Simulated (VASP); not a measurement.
Wanted: the native input for a VASP 6.6.1 run.

| Property | Result |
| --- | --- |
| Task | single point |
| Functional | PBE |
| Potentials or basis | VASP PAW PBE potentials, release 64 (Se, In_d) |
| Cutoff | 520 eV |
| k mesh | 2 × 2 × 3 |
| Occupations | fermi-dirac, width 0.05 eV |
| Spin | no spin polarisation |
| Dipole correction | no |
| Further INCAR settings | LREAL = Auto; ALGO = Fast; EDIFF = 1e-06; NBANDS = 82 |

The structure of In7Se8 (a cell with a defect) lies in POSCAR:

```
In7Se8
1.0
   11.0195290000      0.0000000000      0.0000000000
    0.0000000000      8.2196480000      0.0000000000
    0.2251900000      0.0000000000      4.6043030000
Se In
8 7
Direct
    0.1630808200      0.2419024513      0.4445986722
    0.8605289279      0.2791050176      0.4729762572
    0.3533549565     -0.0137772323     -0.0228171343
    0.6648196576      0.0104059201      0.9449065363
    0.1451501554      0.6891488541      0.6253637087
    0.8526099477      0.7554565597      0.4720145481
    0.4014912065      0.4920985668     -0.0220702243
    0.6179442876      0.5013889889      0.9446778372
    0.3896271056      0.2334106035      0.5813038369
    0.6308654456      0.2502226373      0.3489494501
    0.1201359103      0.0079666429      0.8370391784
    0.8934125656      0.0168036393      0.1256331306
    0.3836256290      0.7458953230      0.5778820377
    0.6247962450      0.7624741351      0.3256701394
    1.0138599363      0.5286149723      0.1893913150
```

These files were run (other wordings do the same):

INCAR

```
  PREC = Accurate
  ENCUT = 520
  EDIFF = 1E-6
  ISMEAR = -1
  SIGMA = 0.05
  LREAL = Auto
  LASPH = T
  NELM = 100
  ALGO = Fast
  ISIF = 2
  LWAVE = F
  LCHARG = F
  GGA = PE
  NBANDS = 82
```

KPOINTS

```
regular mesh
0
Gamma
  2 2 3
```

Potentials or basis: VASP PAW PBE potentials, release 64 (Se, In_d).

Run with:

```console
$ cat potpaw_PBE.64/Se/POTCAR potpaw_PBE.64/In_d/POTCAR > POTCAR
$ mpirun -np 1 vasp_std > vasp.out
```

It gave:

| Property | Result |
| --- | --- |
| Pressure | 1.4 GPa |
| Largest force | 0.037 eV/Å |
| Band gap on the k mesh | none (metal or under the smearing width) |

Caveat: the k mesh is coarse (spacing up to 0.45 Å⁻¹), so the values aren't converged.

Wall time 17 min on 1 thread of AMD EPYC 7R43 64-Core Processor (Zen 3) (shared host), peak memory 0.47 GiB.
